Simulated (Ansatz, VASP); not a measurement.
# MgS in VASP and in Ansatz

```xyz
2
Lattice="0.0669 2.8411 2.8411 2.8411 0.0669 2.8411 2.8411 2.8411 0.0669" Properties=species:S:1:pos:R:3 pbc="T T T"
Mg    0.0128    0.0128    0.0128
S     1.4245    1.4245    1.4245
```

Change from the starting cell: epitaxial_111 strain -2.0%.

Alike in both runs: task single point; functional PBE; k mesh 8 × 8 × 8; occupations fermi-dirac, width 0.02 eV; no spin polarisation.

|  | VASP | Ansatz |
| --- | --- | --- |
| version | VASP 6.6.1 | Ansatz 0.2.0 |
| potentials or method | VASP PAW PBE potentials, release 64 (Mg, S) | plane waves, PAW |
| plane-wave cutoff (eV) | 520 | 420 |
| valence electrons in the cell | 8 | 16 |

```tsv
	VASP	Ansatz	Ansatz less VASP
gap on the k mesh at the Fermi level (eV)	3.48	3.49	+0.008
pressure (GPa)	2.5	2.6	+0.15
largest component of the traceless stress (GPa)	0.74	0.74	-0.005
rms of the force components (eV/Å)	0.004	0.005	+0.0003
```

Atom by atom the forces differ by 0.000 eV/Å (rms over components). With one functional, cell and mesh, what is left measures potentials, basis and numerics. The two sets of potentials don't hold the same shells in valence.

A k mesh can miss the band edges.
